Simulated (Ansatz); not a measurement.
Property card for BeTe

Computed with Ansatz 0.2.0, DFT PBE, scalar-relativistic, plane waves, PAW.

Plane waves to 420 eV, a k mesh through Γ of 4×4×4 on the computed 16-atom cell and Gaussian smearing (0.02 eV); no spin polarisation.

The structure is relaxed at this level of theory with its symmetry kept, and needn't be the ground state of this composition.

```yaml
crystal:
  lattice:
    - [6.83497, 0.00000, 0.00000]
    - [0.00000, 8.02232, 0.00000]
    - [0.00000, 0.00000, 6.96607]
  atoms:
    - { symbol: Be, position: [0.83641, 0.86729, 0.58693] }
    - { symbol: Be, position: [0.66359, 0.13271, 0.08693] }
    - { symbol: Be, position: [0.16359, 0.13271, 0.41307] }
    - { symbol: Be, position: [0.33641, 0.86729, 0.91307] }
    - { symbol: Be, position: [0.16359, 0.36729, 0.91307] }
    - { symbol: Be, position: [0.33641, 0.63271, 0.41307] }
    - { symbol: Be, position: [0.66359, 0.36729, 0.58693] }
    - { symbol: Be, position: [0.83641, 0.63271, 0.08693] }
    - { symbol: Te, position: [0.69879, 0.86669, 0.90946] }
    - { symbol: Te, position: [0.80121, 0.13331, 0.40946] }
    - { symbol: Te, position: [0.19879, 0.86669, 0.59054] }
    - { symbol: Te, position: [0.30121, 0.13331, 0.09054] }
    - { symbol: Te, position: [0.30121, 0.36669, 0.59054] }
    - { symbol: Te, position: [0.19879, 0.63331, 0.09054] }
    - { symbol: Te, position: [0.69879, 0.63331, 0.40946] }
    - { symbol: Te, position: [0.80121, 0.36669, 0.90946] }
```

| Item | Value |
| --- | --- |
| Space group | Pbca (No. 61) |
| Volume per atom | 23.87 Å³ |
| Formation energy from the elements' standard states (uncorrected) | -0.296 eV/atom |
| Kohn–Sham band gap | 2.26 eV |
| Orbital (Löwdin) character of the top 1 eV of the valence band | Te 5p 90 %, unprojected 9 % |

Spin-orbit coupling is left out, which matters for the bands of heavy elements.

The cell was found from a structure generator's guess, not taken from experiment. Kohn–Sham gaps at this level usually fall short of measured ones.
